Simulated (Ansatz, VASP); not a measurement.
## Si7W18O14 (amorphous SiO2 against W(110), 7.4 A): VASP beside Ansatz

Wanted: the spread between two codes on one cell, functional and k mesh. The structure shown is the start of the Ansatz relaxation below; VASP solves that cell, so the two are compared at the walk's first step.

Method: plane waves, with VASP 6.6.1 beside it; single point at PBE, in Ansatz 0.2.0.

**1. The starting structure**

The cell holds 78 atoms: 36 W, 14 Si and 28 O. Cell: a = 9.540 Å, b = 8.994 Å, c = 16.698 Å, α = 90.0°, β = 90.0°, γ = 90.0°. It derives from W (3 planes of bcc W(110)). A slab of 3 planes of bcc W(110) (starting lattice constant a = 3.18 A), 9.54 x 8.99 A in plane. 42 atoms (14 Si, 28 O) packed at random between the slab and its periodic image at 2.2 g/cm^3 (a layer of 7.4 A) and pushed apart as soft spheres. Langevin MD at fixed cell with the MACE-MP-0b2 small potential (Batatia et al., arXiv:2401.00096), steps of 1.5 fs: 0.63 ps at 3200 K with the crystal held, 3200 to 1100 K in 1.8 ps with the crystal held, 1100 to 300 K in 0.9 ps with its inner planes held; soft walls kept the melt out of the crystal while it was held. Then all atoms and the cell's height relaxed. The structure's axis is c.

**2. Ansatz: relaxation, PBE**

Ansatz runs on its default PAW (the set named soft_2) files.

The two programs are compared at the cell with which this relaxation starts, whose forces are those of its first step.

Contents of input.yaml:

```yaml
crystal:
  lattice:
    - [9.54, 0.0, 0.0]
    - [0.0, 8.9944, 0.0]
    - [0.0, 0.0, 16.69757]
  atoms:
    - { symbol: W, position: [0.00405, 0.00721, 0.21037] }
    - { symbol: W, position: [0.17014, 0.00648, 0.07606] }
    - { symbol: W, position: [0.00394, 0.25679, 0.07586] }
    - { symbol: W, position: [0.17079, 0.25679, 0.20993] }
    - { symbol: W, position: [0.17078, 0.00701, 0.34433] }
    - { symbol: W, position: [0.00403, 0.2568, 0.3441] }
    - { symbol: W, position: [0.00426, 0.50659, 0.21051] }
    - { symbol: W, position: [0.17002, 0.50734, 0.07653] }
    - { symbol: W, position: [0.00364, 0.75703, 0.07766] }
    - { symbol: W, position: [0.17083, 0.75713, 0.21057] }
    - { symbol: W, position: [0.17106, 0.50704, 0.34413] }
    - { symbol: W, position: [0.00357, 0.75713, 0.34481] }
    - { symbol: W, position: [0.33745, 0.00669, 0.20966] }
    - { symbol: W, position: [0.50459, 0.00719, 0.07649] }
    - { symbol: W, position: [0.33687, 0.25673, 0.07551] }
    - { symbol: W, position: [0.50395, 0.25748, 0.20867] }
    - { symbol: W, position: [0.50498, 0.00707, 0.34269] }
    - { symbol: W, position: [0.33774, 0.25665, 0.34323] }
    - { symbol: W, position: [0.33729, 0.50712, 0.20978] }
    - { symbol: W, position: [0.5038, 0.50693, 0.07549] }
    - { symbol: W, position: [0.33763, 0.7571, 0.07639] }
    - { symbol: W, position: [0.5039, 0.757, 0.21013] }
    - { symbol: W, position: [0.50384, 0.50688, 0.34275] }
    - { symbol: W, position: [0.33799, 0.75732, 0.34442] }
    - { symbol: W, position: [0.67061, 0.00687, 0.20993] }
    - { symbol: W, position: [0.8369, 0.00675, 0.07711] }
    - { symbol: W, position: [0.6709, 0.25716, 0.07494] }
    - { symbol: W, position: [0.83767, 0.25719, 0.20927] }
    - { symbol: W, position: [0.83655, 0.00781, 0.34363] }
    - { symbol: W, position: [0.66964, 0.25726, 0.34151] }
    - { symbol: W, position: [0.67066, 0.50661, 0.20934] }
    - { symbol: W, position: [0.83735, 0.50712, 0.07653] }
    - { symbol: W, position: [0.67079, 0.7563, 0.07776] }
    - { symbol: W, position: [0.83768, 0.75686, 0.21072] }
    - { symbol: W, position: [0.83705, 0.50641, 0.34313] }
    - { symbol: W, position: [0.67075, 0.75705, 0.34401] }
    - { symbol: Si, position: [0.4333, 0.8924, 0.66441] }
    - { symbol: Si, position: [0.60051, 0.13227, 0.58447] }
    - { symbol: Si, position: [0.62597, 0.01794, 0.80606] }
    - { symbol: Si, position: [0.69186, 0.71262, 0.64499] }
    - { symbol: Si, position: [0.31705, 0.62499, 0.75739] }
    - { symbol: Si, position: [0.20348, 0.19765, 0.76748] }
    - { symbol: Si, position: [0.97369, 0.31546, 0.72075] }
    - { symbol: Si, position: [0.7586, 0.77584, 0.80652] }
    - { symbol: Si, position: [0.13718, 0.91505, 0.68207] }
    - { symbol: Si, position: [0.85944, 0.00063, 0.66838] }
    - { symbol: Si, position: [0.47461, 0.35071, 0.7392] }
    - { symbol: Si, position: [0.72581, 0.39317, 0.62723] }
    - { symbol: Si, position: [0.2478, 0.40737, 0.62201] }
    - { symbol: Si, position: [0.02853, 0.64114, 0.78583] }
    - { symbol: O, position: [0.14454, 0.28291, 0.67564] }
    - { symbol: O, position: [0.62045, 0.17313, 0.84652] }
    - { symbol: O, position: [0.27249, 0.88833, 0.62598] }
    - { symbol: O, position: [0.0723, 0.27414, 0.81059] }
    - { symbol: O, position: [0.24577, 0.56607, 0.67213] }
    - { symbol: O, position: [0.88815, 0.15711, 0.72503] }
    - { symbol: O, position: [0.53834, 0.77385, 0.61995] }
    - { symbol: O, position: [0.63354, 0.8551, 0.85876] }
    - { symbol: O, position: [0.01905, 0.99745, 0.62931] }
    - { symbol: O, position: [0.82093, 0.82322, 0.63198] }
    - { symbol: O, position: [0.6413, 0.34481, 0.71143] }
    - { symbol: O, position: [0.38225, 0.78831, 0.74772] }
    - { symbol: O, position: [0.89121, 0.36129, 0.63106] }
    - { symbol: O, position: [0.52798, 0.00906, 0.72321] }
    - { symbol: O, position: [0.90399, 0.71351, 0.84464] }
    - { symbol: O, position: [0.05682, 0.77189, 0.72031] }
    - { symbol: O, position: [0.46388, 0.0378, 0.5817] }
    - { symbol: O, position: [0.70486, 0.55993, 0.59494] }
    - { symbol: O, position: [0.75043, 0.07043, 0.60145] }
    - { symbol: O, position: [0.69409, 0.66213, 0.74113] }
    - { symbol: O, position: [0.9575, 0.49193, 0.75204] }
    - { symbol: O, position: [0.63019, 0.30065, 0.55836] }
    - { symbol: O, position: [0.78334, 0.94158, 0.76083] }
    - { symbol: O, position: [0.40449, 0.34188, 0.64788] }
    - { symbol: O, position: [0.18809, 0.02035, 0.75755] }
    - { symbol: O, position: [0.18641, 0.61567, 0.82329] }
    - { symbol: O, position: [0.36532, 0.23857, 0.78764] }
    - { symbol: O, position: [0.44319, 0.5103, 0.78242] }
kpoints:
  mp_grid: { grid: [2, 2, 1] }
hamiltonian:
  xc: pbe
scf:
  occupations: { method: fermi_dirac, width: 0.1 }
output:
  forces: true
relax:
  f_tol: 0.08
  max_steps: 90
  cell: { fix: [a, b, alpha, beta, gamma] }
```

On the command line:

```
$ ansatz run input.yaml --threads 8 --pin off --max-ram 15872MiB --backend cpu --events-out ev --progress --plain --runs-dir out
```

Numbers of over 12 decimals in the logs are rounded to 6 here.

Log:

```text
Engine: ansatz 0.2.0, aarch64-unknown-linux-gnu
Pseudopotentials: kind: paw
Pseudopotential: W, paw, valence charge 14, recommended cutoff 420 eV (normal), W.paw.azcp
Pseudopotential: Si, paw, valence charge 4, recommended cutoff 420 eV (normal), Si.paw.azcp
Pseudopotential: O, paw, valence charge 6, recommended cutoff 420 eV (normal), O.paw.azcp
Functional definition: PBE
  parameter kappa = 0.804
  parameter beta = 0.066725
  exchange = pbe_x(kappa = kappa, mu = beta*pi^2/3)
  correlation = pbe_c(beta = beta)
Crystal: 78 atoms, lattice volume = 1432.761 Å³
Basis set: ecut = 420 eV, 27903 PW (Γ), exchange–correlation on 128×128×240 points (8 copies of the dense FFT grid, shifted against one another)
Bands: 442, of which v1, the nominal top of the filled ones, is band 364 counted from 1 (363 counted from 0)
Symmetry: 1 space group operations
Space group: P1 (ITA 1), of the structure as read, at distance tolerance 1.1e-4 Å
k-points: 4
Non-local potential: W, projectors of the file, l = 0: 3, l = 1: 2, l = 2: 2, l = 3: 1
Non-local potential: Si, projectors of the file, l = 0: 2, l = 1: 2, l = 2: 2
Non-local potential: O, projectors of the file, l = 0: 2, l = 1: 2, l = 2: 1
PAW form: soft (Blöchl's): semilocal exchange-correlation on the pseudo side does not see the compensation charge
PAW one-centre angular grid: W, 590 points (default); XC on 64 Gauss nodes
PAW one-centre angular grid: Si, 110 points (default); XC on 64 Gauss nodes
PAW one-centre angular grid: O, 110 points (default); XC on 64 Gauss nodes
Initial density: superposition of atomic densities (neutral atoms: chi_scale 0, normalization atom), corrected by the library's trained network
Initial wavefunctions: pseudopotential atomic-orbital guess
Functional: x = pbe(κ = 0.804, μ = 0.219515), c = pbe(β = 0.066725)
SCF iter   1: F=—  HF=-398639.295039 eV  |F-HF|=—  |Δ(HF+E_count)|=         —  Δρ=1.30e-2  dr2=1.20e1  ethr=1.77e-3  ⟨swp⟩=7.0  Hψ=8036  notcnv=0  defer=2
preconditioner: auto → LDOS  [metal: Δε(μ)=0.045 eV  Ē_g=7.838 eV  σ=0.100 eV  W_gap=0.11  n_scr=348 (ndim 8)  ℏωp=20.6 eV  f_vac=0.205  D(μ)=34.77/eV (n_scr^D=208)  β→1.0]
SCF iter   2: F=—  HF=-398638.961968 eV  |F-HF|=—  |Δ(HF+E_count)|=   3.33e-1  Δρ=2.47e-2  dr2=2.45e1  ethr=1.65e-3  ⟨swp⟩=2.8  Hψ=2779  notcnv=0  defer=38
SCF iter   3: F=—  HF=-398638.112123 eV  |F-HF|=—  |Δ(HF+E_count)|=   8.50e-1  Δρ=2.51e-3  dr2=2.90e-1  ethr=1.65e-3  ⟨swp⟩=2.2  Hψ=2125  notcnv=0  defer=31
SCF iter   4: F=—  HF=-398638.137434 eV  |F-HF|=—  |Δ(HF+E_count)|=   2.53e-2  Δρ=2.85e-3  dr2=1.71e-1  ethr=3.98e-5  ⟨swp⟩=3.0  Hψ=2814  notcnv=0  defer=36
SCF iter   5: F=—  HF=-398638.110487 eV  |F-HF|=—  |Δ(HF+E_count)|=   2.69e-2  Δρ=1.24e-3  dr2=5.11e-2  ethr=2.35e-5  ⟨swp⟩=3.0  Hψ=2486  notcnv=0  defer=36
SCF iter   6: F=—  HF=-398638.103609 eV  |F-HF|=—  |Δ(HF+E_count)|=   6.88e-3  Δρ=8.88e-4  dr2=2.20e-2  ethr=7.02e-6  ⟨swp⟩=2.0  Hψ=2775  notcnv=0  defer=36
SCF iter   7: F=—  HF=-398638.101606 eV  |F-HF|=—  |Δ(HF+E_count)|=   2.00e-3  Δρ=8.69e-4  dr2=1.57e-2  ethr=3.02e-6  ⟨swp⟩=3.0  Hψ=2614  notcnv=0  defer=36
SCF iter   8: F=—  HF=-398638.101111 eV  |F-HF|=—  |Δ(HF+E_count)|=   4.95e-4  Δρ=7.47e-4  dr2=1.63e-2  ethr=2.15e-6  ⟨swp⟩=3.0  Hψ=2614  notcnv=0  defer=36
SCF iter   9: F=—  HF=-398638.099404 eV  |F-HF|=—  |Δ(HF+E_count)|=   1.71e-3  Δρ=3.67e-4  dr2=3.85e-3  ethr=2.15e-6  ⟨swp⟩=2.0  Hψ=2550  notcnv=0  defer=36
SCF iter  10: F=—  HF=-398638.098934 eV  |F-HF|=—  |Δ(HF+E_count)|=   4.70e-4  Δρ=1.96e-4  dr2=6.60e-4  ethr=5.28e-7  ⟨swp⟩=3.0  Hψ=2667  notcnv=0  defer=36
SCF iter  11: F=—  HF=-398638.098859 eV  |F-HF|=—  |Δ(HF+E_count)|=   7.41e-5  Δρ=8.96e-5  dr2=1.14e-4  ethr=9.06e-8  ⟨swp⟩=3.0  Hψ=2627  notcnv=0  defer=36
SCF iter  12: F=—  HF=-398638.098846 eV  |F-HF|=—  |Δ(HF+E_count)|=   1.33e-5  Δρ=3.96e-5  dr2=1.84e-5  ethr=1.56e-8  ⟨swp⟩=2.5  Hψ=2671  notcnv=0  defer=36
SCF iter  13: F=—  HF=-398638.100593 eV  |F-HF|=—  |Δ(HF+E_count)|=   1.75e-3  Δρ=1.99e-5  dr2=6.56e-6  ethr=2.52e-9  ⟨swp⟩=2.8  Hψ=2769  notcnv=0  defer=36
SCF iter  14: F=—  HF=-398638.100593 eV  |F-HF|=—  |Δ(HF+E_count)|=   8.00e-8  Δρ=7.20e-6  dr2=6.18e-7  ethr=9.01e-10  ⟨swp⟩=3.0  Hψ=2621  notcnv=0  defer=36
SCF iter  15: F=—  HF=-398638.100594 eV  |F-HF|=—  |Δ(HF+E_count)|=   2.62e-7  Δρ=3.46e-6  dr2=1.66e-7  ethr=8.49e-11  ⟨swp⟩=2.2  Hψ=2646  notcnv=0  defer=36
SCF iter  16: F=-398638.100594 eV  HF=-398638.100594 eV  |F-HF|=2.13e-8  |Δ(HF+E_count)|=   3.92e-8  Δρ=1.77e-6  dr2=4.19e-8  ethr=1.37e-11  ⟨swp⟩=5.0  Hψ=5558  notcnv=0
SCF 1 converged in 16 iterations: F = -398638.100594 eV  dr2 = 4.19e-8
  greatest PAW one-centre occupation: 1.000 electrons in one spin orbital (limit 2), on the W atom at site 11 (counted from 0), in its partial waves of l = 0
[...]
atom  47  Si     0.00710810     0.00382503    -0.01009526
  atom  48  Si    -0.00327413    -0.00138239    -0.00830295
  atom  49  Si     0.01225490     0.00263131     0.01528618
  atom  50  Si    -0.00154799     0.01214631     0.00980509
  atom  51  O      0.00315940     0.00162515    -0.01364708
  atom  52  O      0.01073972     0.00127467     0.00448767
  atom  53  O      0.01182523    -0.01465704    -0.00881149
  atom  54  O     -0.00216084     0.00138883    -0.00714766
  atom  55  O     -0.00215496     0.00598427    -0.00112514
  atom  56  O      0.00137000    -0.01220234    -0.00089154
  atom  57  O     -0.01230848    -0.00765619     0.00649710
  atom  58  O     -0.01286916     0.01017489     0.00568850
  atom  59  O     -0.00778817    -0.00244827    -0.00460712
  atom  60  O      0.01244467     0.00762677    -0.00605951
  atom  61  O     -0.00100284     0.00110786     0.00070740
  atom  62  O     -0.00596248     0.01062546     0.01137935
  atom  63  O      0.00301097    -0.00369648    -0.00010698
  atom  64  O     -0.00847843     0.00006501    -0.02121106
  atom  65  O     -0.00026057     0.00804461     0.00505988
  atom  66  O     -0.00258189     0.00010922     0.00153116
  atom  67  O     -0.00309485     0.00165588     0.01159050
  atom  68  O      0.00875363     0.00365191     0.00091173
  atom  69  O     -0.00046875     0.01445270    -0.02056659
  atom  70  O     -0.00250533    -0.00290055     0.01960345
  atom  71  O      0.00054137     0.00612662    -0.00180003
  atom  72  O      0.00921290     0.01286610     0.01222452
  atom  73  O      0.00877520    -0.00993950    -0.00429846
  atom  74  O     -0.00710552     0.00238160    -0.00240997
  atom  75  O     -0.00510839     0.01094664    -0.00988163
  atom  76  O     -0.00513109    -0.00567494     0.00084863
  atom  77  O     -0.00576494    -0.00003606    -0.00997303
  atom  78  O     -0.01428298    -0.00253477    -0.01255599
  max |Σ_I F_I| component: 1.28e-5 eV/Å
--- Stress (GPa, compression-positive) ---
       -2.912802      -2.158300      -0.476136
       -2.158301      -1.762451      -0.992547
       -0.476135      -0.992547      -0.023715
  P = ⅓ Tr σ = -1.5663 GPa (-15.663 kbar)
--- Relaxed structure (37 steps of the walk, 33 accepted, 2 SCFs on fresh bases) ---
  F+E_penalty+E_count = -398647.84565449 eV   max|allowed force component| = 4.876e-2 eV/Å   (the final SCF, on the basis selected at the relaxed cell)
  cell:  # Å, volume = 1196.1990 Å³
    - [9.54, 0, 0]
    - [0, 8.9944, 0]
    - [0, 0, 13.940645]
  atoms:
    - { symbol: W, position: [-0.00745633, 0.013024, 0.209229] }
    - { symbol: W, position: [0.157965, 0.014609, 0.057978] }
    - { symbol: W, position: [-0.00853794, 0.264944, 0.050755] }
    - { symbol: W, position: [0.157799, 0.266594, 0.213438] }
    - { symbol: W, position: [0.158621, 0.014255, 0.366068] }
    - { symbol: W, position: [-0.00872758, 0.265350, 0.364692] }
    - { symbol: W, position: [-0.00828847, 0.515570, 0.208799] }
    - { symbol: W, position: [0.162366, 0.512577, 0.055068] }
    - { symbol: W, position: [-0.00479318, 0.762848, 0.049841] }
    - { symbol: W, position: [0.158707, 0.761371, 0.212111] }
    - { symbol: W, position: [0.165315, 0.508930, 0.384557] }
    - { symbol: W, position: [-0.00565748, 0.763651, 0.366010] }
    - { symbol: W, position: [0.322989, 0.013776, 0.211262] }
    - { symbol: W, position: [0.484635, 0.019195, 0.051998] }
    - { symbol: W, position: [0.320059, 0.265393, 0.057599] }
    - { symbol: W, position: [0.490677, 0.263017, 0.209189] }
    - { symbol: W, position: [0.490600, 0.015045, 0.365854] }
    - { symbol: W, position: [0.327145, 0.264335, 0.368913] }
    - { symbol: W, position: [0.325053, 0.515450, 0.213193] }
    - { symbol: W, position: [0.490010, 0.504575, 0.055690] }
    - { symbol: W, position: [0.327370, 0.760974, 0.054699] }
    - { symbol: W, position: [0.489360, 0.766093, 0.210686] }
    - { symbol: W, position: [0.492083, 0.519799, 0.364891] }
    - { symbol: W, position: [0.326630, 0.763426, 0.368903] }
[...]
- { symbol: W, position: [0.827748, 0.014949, 0.371754] }
    - { symbol: W, position: [0.660297, 0.274317, 0.364305] }
    - { symbol: W, position: [0.659765, 0.514169, 0.208060] }
    - { symbol: W, position: [0.822292, 0.507764, 0.052973] }
    - { symbol: W, position: [0.654146, 0.753329, 0.048649] }
    - { symbol: W, position: [0.826397, 0.766504, 0.208413] }
    - { symbol: W, position: [0.831070, 0.519039, 0.362542] }
    - { symbol: W, position: [0.659534, 0.766213, 0.364008] }
    - { symbol: Si, position: [0.457882, 0.900804, 0.668085] }
    - { symbol: Si, position: [0.622873, 0.099689, 0.514375] }
    - { symbol: Si, position: [0.599433, -0.018672, 0.867620] }
    - { symbol: Si, position: [0.707631, 0.714066, 0.673406] }
    - { symbol: Si, position: [0.323415, 0.618642, 0.744258] }
    - { symbol: Si, position: [0.212717, 0.200900, 0.751782] }
    - { symbol: Si, position: [0.984977, 0.310662, 0.708358] }
    - { symbol: Si, position: [0.784653, 0.739082, 0.889804] }
    - { symbol: Si, position: [0.164167, 0.900687, 0.664066] }
    - { symbol: Si, position: [0.889030, 0.00535971, 0.629543] }
    - { symbol: Si, position: [0.472960, 0.352881, 0.705370] }
    - { symbol: Si, position: [0.734919, 0.386707, 0.608730] }
    - { symbol: Si, position: [0.248512, 0.428795, 0.565268] }
    - { symbol: Si, position: [0.048007, 0.629484, 0.790324] }
    - { symbol: O, position: [0.152266, 0.291524, 0.648576] }
    - { symbol: O, position: [0.579282, 0.136164, 0.929893] }
    - { symbol: O, position: [0.307622, 0.896494, 0.600366] }
    - { symbol: O, position: [0.081759, 0.267082, 0.812167] }
    - { symbol: O, position: [0.249292, 0.572476, 0.640436] }
    - { symbol: O, position: [0.901440, 0.135811, 0.710725] }
    - { symbol: O, position: [0.560486, 0.767524, 0.628174] }
    - { symbol: O, position: [0.511663, 0.861490, 0.940571] }
    - { symbol: O, position: [0.046399, 0.968942, 0.588956] }
    - { symbol: O, position: [0.818544, 0.850744, 0.664935] }
    - { symbol: O, position: [0.641800, 0.323191, 0.700131] }
    - { symbol: O, position: [0.366917, 0.789903, 0.753183] }
    - { symbol: O, position: [0.898824, 0.345736, 0.604628] }
    - { symbol: O, position: [0.541989, -0.014185, 0.761972] }
    - { symbol: O, position: [0.959201, 0.708989, 0.880669] }
    - { symbol: O, position: [0.077280, 0.763870, 0.714074] }
    - { symbol: O, position: [0.521923, 0.049465, 0.599891] }
    - { symbol: O, position: [0.731945, 0.566983, 0.605531] }
    - { symbol: O, position: [0.794121, 0.045197, 0.531659] }
    - { symbol: O, position: [0.713471, 0.675431, 0.789103] }
    - { symbol: O, position: [0.959391, 0.489050, 0.749156] }
    - { symbol: O, position: [0.658050, 0.290548, 0.520713] }
    - { symbol: O, position: [0.767734, 0.932230, 0.878385] }
    - { symbol: O, position: [0.405113, 0.355340, 0.596139] }
    - { symbol: O, position: [0.196278, 0.023560, 0.748427] }
    - { symbol: O, position: [0.204253, 0.580976, 0.828405] }
    - { symbol: O, position: [0.375538, 0.241473, 0.771140] }
    - { symbol: O, position: [0.459231, 0.512451, 0.759959] }
```

Reading the cycles: dr2 is the Hartree energy of the density residual (eV), the measure of convergence; HF is the Harris–Foulkes estimate of the energy, which meets the free energy F at convergence.

(Continued in part 2 of 2.)

[Lines on the potential files, build, host, timing and source positions are cut from VASP's logs without a mark.]

[Logs are printed without paths, hosts, clocks, repeated set-up lines and the standing remarks that a program may print on its own settings, such as how far it seeks lower states.]

[Hosts, paths, dates, database ids (printed as entryN), source tags and the programs' standing remarks are cut or masked in the printed files.]
